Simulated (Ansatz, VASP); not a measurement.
# Al26RuN27 (Ru_Al): VASP beside Ansatz, part 2 of 2

Wanted: the spread between two codes on one cell, functional and k mesh. Of the first pair: The structure shown is the start of the Ansatz relaxation below; VASP solves that cell, so the two are compared at the walk's first step.

VASP 6.6.1 and Ansatz 0.2.0.

So far: Set-up; Ansatz: relaxation, r2SCAN.

**3. VASP: single point, r2SCAN, start cell, pair 1**

Level of this step: r2SCAN, spin-polarised from a ferromagnetic start; plane waves and PAW (Al, N, Ru_pv) (VASP).

The same cell, functional and mesh now go to VASP, with its own data sets.

Lines of VASP's logs that name or quote its potential files are left out, and so is its time.

Input file INCAR:

```
SYSTEM = Al26RuN27
PREC = Accurate
ENCUT = 580
EDIFF = 1E-06
NELM = 200
ISMEAR = 0
SIGMA = 0.01
LREAL = Auto
ALGO = Normal
METAGGA = R2SCAN
LASPH = .TRUE.
NBANDS = 152
ISPIN = 2
MAGMOM = 0 0 0 0 0 0 0 0 0 -0 0 0 0 0 0 0 0 -0 0 -0 0 0 0 -0 0 0 -0 0 0 0 0 0 0 0 0.23 0.02 0 0.02 0 0 0.23 0.02 0.23 0.21 -0 -0 0.02 -0 0 0 0.02 0 0.02 2.37
LMAXMIX = 4
LORBIT = 11
LWAVE = .FALSE.
LCHARG = .FALSE.
ISIF = 2
ISYM = 0
NUPDOWN = 5
GGA_COMPAT = .FALSE.
LMIXTAU = .TRUE.
NCORE = 2
```

Input file POSCAR:

```
Al26RuN27
1.0
    0.0000000000      6.5541898631      6.5541898631
    6.5541898631      0.0000000000      6.5541898631
    6.5541898631      6.5541898631      0.0000000000
Al N Ru
26 27 1
Direct
    0.0016684747      0.0054005912      0.9956717000
    0.0022790002      0.9967210288      0.3384023115
    0.9951649249      0.9990256614      0.6724864693
    0.9944775021      0.3318111842      0.0040559551
    0.9976856026      0.3396554031      0.3328855351
    0.0060591775      0.3288870242      0.6654058078
    0.9985596999      0.6730024751      0.9989658524
    0.9968101321      0.6721195284      0.3293975373
    0.0028748023      0.6604672874      0.6666007686
    0.3288992301      0.0060169145      0.9999437001
    0.3275745813      0.0048593344      0.3330699973
    0.3329982874      0.0002814993      0.6613081236
    0.3273926366      0.3365139775      0.9992610071
    0.3279165763      0.3316601358      0.3375575847
    0.3277683505      0.3381496487      0.6684104506
    0.3397931013      0.6652949626      0.9965496117
    0.3357867328      0.6618033793      0.3381176082
    0.6709833087      0.9939762197      0.0018080038
    0.6688533734      0.0014984308      0.3267801276
    0.6685766802      0.0032015398      0.6601590113
    0.6728428062      0.3297331242      0.0000855178
    0.6666303679      0.3381678051      0.3343484162
    0.6673246567      0.3285824099      0.6723748613
    0.6636633346      0.6731763333      0.9976751513
    0.6700967765      0.6672025973      0.3269753463
    0.6631524400      0.6683384356      0.6630406032
    0.0827669798      0.0773917922      0.0874233905
    0.0840997914      0.0865957520      0.4190595722
    0.0833584335      0.0789359190      0.7483585466
    0.0805771592      0.4168182578      0.0894928301
    0.0888782614      0.4177980890      0.4147221940
    0.0899092813      0.4139334619      0.7478537550
    0.0853238175      0.7474892553      0.0787048454
    0.0886883066      0.7447979235      0.4176967798
    0.0855139249      0.7542656840      0.7440871567
    0.4230064368      0.0827445514      0.0797092411
    0.4216170202      0.0812661841      0.4116710160
    0.4196356159      0.0795343911      0.7462552355
    0.4194214018      0.4213230861      0.0804829447
    0.4143402246      0.4187247482      0.4118756942
    0.4108223985      0.4202112019      0.7490481818
    0.4143341216      0.7555470018      0.0846260959
    0.4183356078      0.7447532192      0.4217329766
    0.4225001957      0.7466070715      0.7509792366
    0.7480472190      0.0825704643      0.0896968981
    0.7441092037      0.0857753608      0.4159842874
    0.7550031512      0.0852029025      0.7448240136
    0.7541751312      0.4185498219      0.0772327337
    0.7496130113      0.4220669614      0.4170164516
    0.7488060466      0.4230872248      0.7483582414
    0.7448497224      0.7547713147      0.0856243886
    0.7512429610      0.7475157269      0.4222727839
    0.7544869165      0.7457872906      0.7466784762
    0.3276399593      0.6717198604      0.6671324132
```

Input file KPOINTS:

```
Points of the shifted mesh
1
Reciprocal
 0.2500000000  0.2500000000  0.2500000000 1
```

The projector-augmented-wave data sets are Al, N and Ru_pv (PBE family, release 64).

Launch:

```sh
$ mpirun -np 8 vasp_std
```

Numbers of over 12 decimals in the logs are rounded to 6 here.

The log of the run:

```text
[banner, memory and clock lines left out]
running    8 mpi-ranks, on    1 nodes
[...]
|                                                                             |
|               ----> ADVICE to this user running VASP <----                  |
|                                                                             |
|     You enforced a specific xc type in the INCAR file but a different       |
|     [... a line on the potential file left out ...]
|     I HOPE YOU KNOW WHAT YOU ARE DOING!                                     |
|                                                                             |

 LDA part: xc-table for (None), standard interpolation
 POSCAR, INCAR and KPOINTS ok, starting setup
[...]
entering main loop
       N       E                     dE             d eps       ncg     rms          rms(c)
DAV:   1     0.100191630078E+04    0.10019E+04   -0.11900E+05   640   0.153E+03
DAV:   2    -0.526092191187E+03   -0.15280E+04   -0.14537E+04   752   0.312E+02
DAV:   3    -0.647244330911E+03   -0.12115E+03   -0.11980E+03   736   0.948E+01
DAV:   4    -0.649365948633E+03   -0.21216E+01   -0.21133E+01   696   0.130E+01
[...]
DAV:  17    -0.524090832038E+03   -0.27168E-05   -0.59028E-06   632   0.903E-03    0.721E-03
DAV:  18    -0.524090830828E+03    0.12096E-05   -0.16977E-06   464   0.452E-03    0.318E-03
DAV:  19    -0.524090830118E+03    0.71049E-06   -0.63394E-07   376   0.302E-03
   1 F= -.52409083E+03 E0= -.52409083E+03  d E =-.106696E-25  mag=     5.0000
```

OUTCAR, selected parts (step 3):

```text
  FREE ENERGIE OF THE ION-ELECTRON SYSTEM (eV)
  ---------------------------------------------------
  free  energy   TOTEN  =      -524.0908301176 eV

  energy  without entropy=     -524.0908301176  energy(sigma->0) =     -524.09083012

 magnetization (x)
# of ion       s       p       d       tot
------------------------------------------
    1        0.000   0.000   0.000   0.001
    2        0.000   0.000   0.000   0.000
    3        0.005   0.007   0.000   0.012
    4        0.000   0.000   0.000   0.000
    5        0.000   0.000   0.000   0.001
    6        0.000   0.001   0.000   0.001
    7        0.005   0.007   0.000   0.011
    8        0.000   0.000   0.000   0.001
    9        0.005   0.008   0.000   0.014
   10       -0.000  -0.000   0.000  -0.000
   11        0.003   0.005   0.000   0.009
   12        0.002   0.006   0.000   0.009
   13        0.004   0.005   0.000   0.009
[...]
--------------------------------------------------
tot          0.127   1.080   2.586   3.793
```

The run ends at a pressure of 4.23 GPa, with forces up to 6.7 eV/Å.

**4. Differences**

Known differences besides the potentials themselves: VASP starts from the moments at which Ansatz ended; VASP keeps PBE cores, Ansatz makes them for the functional; fixed occupations in Ansatz, narrow Gaussian smearing in VASP; the data sets hold 229 valence electrons in Ansatz (on its PAW soft_1 files) and 227 in VASP; the cutoff is 500 eV in Ansatz and 580 eV in VASP (PREC = Accurate, projectors in real space). Total energies have different zeros and are not compared.

Forces on 7 of the 54 atoms, those with the largest forces and the largest differences (eV/Å; atoms numbered as in POSCAR):

| atom | Ansatz x, y, z | VASP x, y, z |
| --- | --- | --- |
| Al14 | -1.147, 0.137, 1.550 | -1.155, 0.145, 1.558 |
| Al15 | -1.836, 0.508, 0.470 | -1.849, 0.513, 0.471 |
| N35 | 3.599, -3.230, -4.526 | 3.627, -3.259, -4.561 |
| N41 | -2.753, 3.233, -2.238 | -2.772, 3.258, -2.257 |
| N43 | -3.003, -3.358, 3.666 | -3.026, -3.387, 3.693 |
| N44 | 2.591, 1.227, 2.178 | 2.614, 1.240, 2.195 |
| N45 | -1.642, -0.656, 1.085 | -1.653, -0.664, 1.095 |

The forces differ by 9.3 meV/Å r.m.s., which is 0.8 % of the r.m.s. force of 1.109 eV/Å (both taken over all components). Moments aren't recorded for both runs of this pair, so they may hold unlike magnetic states.

**5. Ansatz: relaxation, r2SCAN**

This run makes the geometry at which the two programs are then compared.

The structure compared here is the end of the Ansatz relaxation.

Input file input.yaml:

```yaml
crystal:
  lattice:
    - [0.0, 6.55418986, 6.55418986]
    - [6.55418986, 0.0, 6.55418986]
    - [6.55418986, 6.55418986, 0.0]
  atoms:
    - { symbol: Al, position: [0.0, 0.0, 0.0] }
    - { symbol: "N", position: [0.08333333, 0.08333333, 0.08333333] }
    - { symbol: Al, position: [0.0, 0.0, 0.33333333] }
    - { symbol: "N", position: [0.08333333, 0.08333333, 0.41666667] }
    - { symbol: Al, position: [0.0, 0.0, 0.66666667] }
    - { symbol: "N", position: [0.08333333, 0.08333333, 0.75] }
    - { symbol: Al, position: [0.0, 0.33333333, 0.0] }
    - { symbol: "N", position: [0.08333333, 0.41666667, 0.08333333] }
    - { symbol: Al, position: [0.0, 0.33333333, 0.33333333] }
    - { symbol: "N", position: [0.08333333, 0.41666667, 0.41666667] }
    - { symbol: Al, position: [0.0, 0.33333333, 0.66666667] }
    - { symbol: "N", position: [0.08333333, 0.41666667, 0.75] }
    - { symbol: Al, position: [0.0, 0.66666667, 0.0] }
    - { symbol: "N", position: [0.08333333, 0.75, 0.08333333] }
    - { symbol: Al, position: [0.0, 0.66666667, 0.33333333] }
    - { symbol: "N", position: [0.08333333, 0.75, 0.41666667] }
    - { symbol: Al, position: [0.0, 0.66666667, 0.66666667] }
    - { symbol: "N", position: [0.08333333, 0.75, 0.75] }
    - { symbol: Al, position: [0.33333333, 0.0, 0.0] }
    - { symbol: "N", position: [0.41666667, 0.08333333, 0.08333333] }
    - { symbol: Al, position: [0.33333333, 0.0, 0.33333333] }
    - { symbol: "N", position: [0.41666667, 0.08333333, 0.41666667] }
    - { symbol: Al, position: [0.33333333, 0.0, 0.66666667] }
    - { symbol: "N", position: [0.41666667, 0.08333333, 0.75] }
    - { symbol: Al, position: [0.33333333, 0.33333333, 0.0] }
    - { symbol: "N", position: [0.41666667, 0.41666667, 0.08333333] }
    - { symbol: Al, position: [0.33333333, 0.33333333, 0.33333333] }
    - { symbol: "N", position: [0.41666667, 0.41666667, 0.41666667] }
    - { symbol: Al, position: [0.33333333, 0.33333333, 0.66666667] }
    - { symbol: "N", position: [0.41666667, 0.41666667, 0.75] }
    - { symbol: Al, position: [0.33333333, 0.66666667, 0.0] }
    - { symbol: "N", position: [0.41666667, 0.75, 0.08333333] }
    - { symbol: Al, position: [0.33333333, 0.66666667, 0.33333333] }
    - { symbol: "N", position: [0.41666667, 0.75, 0.41666667] }
    - { symbol: Ru, position: [0.33333333, 0.66666667, 0.66666667], spin: 5.0 }
    - { symbol: "N", position: [0.41666667, 0.75, 0.75] }
    - { symbol: Al, position: [0.66666667, 0.0, 0.0] }
    - { symbol: "N", position: [0.75, 0.08333333, 0.08333333] }
    - { symbol: Al, position: [0.66666667, 0.0, 0.33333333] }
    - { symbol: "N", position: [0.75, 0.08333333, 0.41666667] }
    - { symbol: Al, position: [0.66666667, 0.0, 0.66666667] }
    - { symbol: "N", position: [0.75, 0.08333333, 0.75] }
    - { symbol: Al, position: [0.66666667, 0.33333333, 0.0] }
    - { symbol: "N", position: [0.75, 0.41666667, 0.08333333] }
    - { symbol: Al, position: [0.66666667, 0.33333333, 0.33333333] }
    - { symbol: "N", position: [0.75, 0.41666667, 0.41666667] }
    - { symbol: Al, position: [0.66666667, 0.33333333, 0.66666667] }
    - { symbol: "N", position: [0.75, 0.41666667, 0.75] }
    - { symbol: Al, position: [0.66666667, 0.66666667, 0.0] }
    - { symbol: "N", position: [0.75, 0.75, 0.08333333] }
    - { symbol: Al, position: [0.66666667, 0.66666667, 0.33333333] }
    - { symbol: "N", position: [0.75, 0.75, 0.41666667] }
    - { symbol: Al, position: [0.66666667, 0.66666667, 0.66666667] }
    - { symbol: "N", position: [0.75, 0.75, 0.75] }
  host:
    repeats: [3, 3, 3]
    atoms:
      - { symbol: Al, position: [0.0, 0.0, 0.0] }
      - { symbol: "N", position: [0.25, 0.25, 0.25] }
basis:
  ecutwfc: 500
  xc_grid: 2
hamiltonian:
  xc: r2scan
  pseudopotentials: { kind: paw, azcp: { folder: soft_1 } }
kpoints:
  mp_grid: { grid: [1, 1, 1], shift: [0.25, 0.25, 0.25] }
magnetization:
  spin_polarized: true
  initial_magnetization: 5
  spin_locking: { lock_magnetization: hard }
scf:
  occupations: { method: fixed }
  max_iter: 100
output:
  forces: true
  charged_corrections:
    epsilon: 4.64
    static_epsilon: 8.51
    defect_position: [0.333333, 0.666667, 0.666667]
relax:
  f_tol: 0.02
  max_steps: 80
  random_displacement: { amplitude: 0.05, seed: 7764 }
checkpoint:
  write: "../q0_M5.relax.run"
  compress: false
  write_wavefunctions: true
  write_every: 100000
```

Launch:

```sh
$ ansatz run input.yaml --threads 4 --pin off --max-ram 7536MiB --backend cpu --events-out ev --progress --plain --runs-dir out
```

The log of the run:

```text
[...]
Crystal: 54 atoms, lattice volume = 563.102 Å³
Basis set: ecut = 500 eV, 14331 PW (Γ), exchange–correlation on 144×144×144 points (8 copies of the dense FFT grid, shifted against one another)
Bands: 171, of which v1, the nominal top of the filled ones, is band 115 counted from 1 (114 counted from 0)
Symmetry: 1 space group operations
k-points: 1
[...]
Starting moments: Σ|m| = 5 μB on 1 of 54 sites
[...]
- { symbol: N, position: [0.083656, 0.750695, 0.416089] }
[...]
- { symbol: Ru, position: [0.333332, 0.667091, 0.665842] }
[...]
- { symbol: Al, position: [0.670149, 0.332012, 0.665374] }
    - { symbol: N, position: [0.750967, 0.417072, 0.749565] }
    - { symbol: Al, position: [0.666650, 0.667546, -0.00084443] }
    - { symbol: N, position: [0.750499, 0.750598, 0.082939] }
    - { symbol: Al, position: [0.670218, 0.666497, 0.330860] }
    - { symbol: N, position: [0.750975, 0.750701, 0.415947] }
    - { symbol: Al, position: [0.669829, 0.666554, 0.665449] }
    - { symbol: N, position: [0.750229, 0.750544, 0.749415] }
```

**6. VASP: single point, r2SCAN, relaxed cell, pair 2**

The same cell, functional and mesh now go to VASP, with its own data sets.

INCAR is that of step 3.

Input file POSCAR:

```
Al26RuN27
1.0
    0.0000000000      6.5541898600      6.5541898600
    6.5541898600      0.0000000000      6.5541898600
    6.5541898600      6.5541898600      0.0000000000
Al N Ru
26 27 1
Direct
    0.0001246924      0.0006029765      0.9994554876
    0.0001443970      0.0006205755      0.3326458609
    0.9983381189      0.0038353555      0.6653452308
    0.0001506669      0.3337869862      0.9994745278
    0.0002251502      0.3338652554      0.3326926066
    0.0002399381      0.3338382665      0.6661702132
    0.9983949140      0.6664967676      0.0026691663
    0.0002536671      0.6673215440      0.3326986148
    0.9979421661      0.6666133326      0.6654985569
    0.3339026544      0.0002816921      0.9991459711
    0.3328366228      0.0038301477      0.3308567482
    0.3329328344      0.0033748434      0.6654262103
    0.3328591118      0.3320179906      0.0026567131
    0.3337166024      0.3338398938      0.3326966750
    0.3329930994      0.3315223095      0.6654940494
    0.3329605967      0.6665518395      0.0022853253
    0.3329907443      0.6666146795      0.3304294828
    0.6667421936      0.0003848076      0.9992592898
    0.6669972435      0.0006073595      0.3325919933
    0.6666395969      0.0002711531      0.6664143335
    0.6669980607      0.3337381549      0.9994510152
    0.6670070682      0.3337797476      0.3326443445
    0.6701487263      0.3320118619      0.6653739867
    0.6666500579      0.6675456913      0.9991555700
    0.6702181921      0.6664968199      0.3308596671
    0.6698286658      0.6665543237      0.6654486802
    0.0838066110      0.0840409950      0.0828955463
    0.0835707220      0.0844559259      0.4160354478
    0.0835087399      0.0844959077      0.7495867301
    0.0835790424      0.4171908528      0.0833082040
    0.0838602736      0.4173756036      0.4162540722
    0.0836333899      0.4172066428      0.7495833217
    0.0835348932      0.7507148028      0.0833659209
    0.0836563774      0.7506945636      0.4160894502
    0.0614176898      0.7581010972      0.7569735121
    0.4169620080      0.0840951864      0.0829325850
    0.4171536499      0.0844777417      0.4159583537
    0.4169220025      0.0837941309      0.7494097244
    0.4171592322      0.4170642908      0.0833607575
    0.4171533505      0.4171926030      0.4160803285
    0.4244784841      0.3950724759      0.7569300416
    0.4169614325      0.7505378009      0.0826784371
    0.4245396126      0.7580965066      0.3938668270
    0.4241161504      0.7576244077      0.7565547015
    0.7504377120      0.0839941766      0.0828527044
    0.7504585631      0.0840257403      0.4162762082
    0.7504464731      0.0840845358      0.7494700198
    0.7504545061      0.4174223868      0.0828875350
    0.7508862728      0.4171632904      0.4160384121
    0.7509666482      0.4170716058      0.7495652337
    0.7504992499      0.7505980770      0.0829393250
    0.7509753909      0.7507006832      0.4159471885
    0.7502287751      0.7505437564      0.7494149763
    0.3333316881      0.6670913786      0.6658421050
```

KPOINTS is that of step 3.

Launch:

```sh
$ mpirun -np 8 vasp_std
```

The log of the run:

```text
[banner, memory and clock lines left out]
running    8 mpi-ranks, on    1 nodes
[...]
[... a notice as in an earlier step ...]

 LDA part: xc-table for (None), standard interpolation
 POSCAR, INCAR and KPOINTS ok, starting setup
[...]
entering main loop
       N       E                     dE             d eps       ncg     rms          rms(c)
DAV:   1     0.995915860073E+03    0.99592E+03   -0.11896E+05   640   0.153E+03
DAV:   2    -0.528205972050E+03   -0.15241E+04   -0.14491E+04   736   0.312E+02
DAV:   3    -0.651244710267E+03   -0.12304E+03   -0.12175E+03   736   0.949E+01
DAV:   4    -0.653337827185E+03   -0.20931E+01   -0.20867E+01   696   0.131E+01
[...]
DAV:  17    -0.527276247206E+03   -0.19682E-04   -0.16367E-05   672   0.149E-02    0.716E-03
DAV:  18    -0.527276244919E+03    0.22871E-05   -0.16654E-06   488   0.513E-03    0.309E-03
DAV:  19    -0.527276245225E+03   -0.30692E-06   -0.35910E-07   376   0.236E-03
   1 F= -.52727625E+03 E0= -.52727625E+03  d E =-.188588E-89  mag=     5.0000
```

Parts of OUTCAR (step 6):

```text
  FREE ENERGIE OF THE ION-ELECTRON SYSTEM (eV)
  ---------------------------------------------------
  free  energy   TOTEN  =      -527.2762452255 eV

  energy  without entropy=     -527.2762452255  energy(sigma->0) =     -527.27624523

 magnetization (x)
# of ion       s       p       d       tot
------------------------------------------
    1        0.000   0.000   0.000   0.000
    2        0.000   0.000   0.000   0.000
    3        0.002   0.002   0.000   0.003
    4        0.000   0.000   0.000   0.000
    5        0.000   0.000   0.000   0.000
    6       -0.000   0.000   0.000  -0.000
    7        0.002   0.002   0.000   0.003
    8       -0.000   0.000   0.000  -0.000
    9        0.002   0.004   0.000   0.006
   10       -0.000  -0.000   0.000  -0.000
   11        0.002   0.002   0.000   0.003
   12        0.002   0.004   0.000   0.005
   13        0.002   0.002   0.000   0.003
[...]
--------------------------------------------------
tot          0.079   1.082   2.922   4.083
```

The run ends at a pressure of 2.53 GPa, with forces up to 0.026 eV/Å.

**7. Side by side**

What differs besides the data sets and the points named for the pairs above, as far as they apply: the data sets hold 229 valence electrons in Ansatz (on its PAW soft_1 files) and 227 in VASP; site moments are counted in spheres of each program's own size. Total energies have different zeros and are not compared.

The two programs side by side:

| quantity | Ansatz | VASP | difference |
| --- | --- | --- | --- |
| total moment, fixed by the input (μB) | 5.00 | 5.00 | 0.00 |
| moment on Ru54 (μB) | 2.37 | 3.05 | -0.68 |
| moment on N41 (μB) | 0.23 | 0.21 | +0.01 |
| moment on N35 (μB) | 0.23 | 0.21 | +0.01 |
| moment on N43 (μB) | 0.23 | 0.21 | +0.01 |
| moment on N44 (μB) | 0.20 | 0.19 | +0.01 |

At this near-relaxed geometry the largest component of a force difference is 17 meV/Å.

**8. Summary of results**

| Property | Result |
| --- | --- |
| r.m.s. force difference (single point, r2SCAN, start cell, pair 1) | 0.84 % of the r.m.s. force |
| difference in moment on Ru54 (single point, r2SCAN, relaxed cell, pair 2) | -0.68 μB |

What this shows: The r.m.s. force difference is 0.84 % of the r.m.s. force (single point, r2SCAN, start cell, pair 1), within the 3 % picked in this series as the mark of a large difference. The data sets hold unlike numbers of valence electrons (229 in Ansatz and 227 in VASP), so part of the differences comes from the potentials. How closely two codes agree says nothing of how well the functional describes the real material.

[Lines on the potential files, build, host, timing and source positions are cut from VASP's logs without a mark.]

[Logs are printed without paths, hosts, clocks, repeated set-up lines and the standing remarks that a program may print on its own settings, such as how far it seeks lower states.]

[Hosts, paths, dates, database ids (printed as entryN), source tags and the programs' standing remarks are cut or masked in the printed files.]
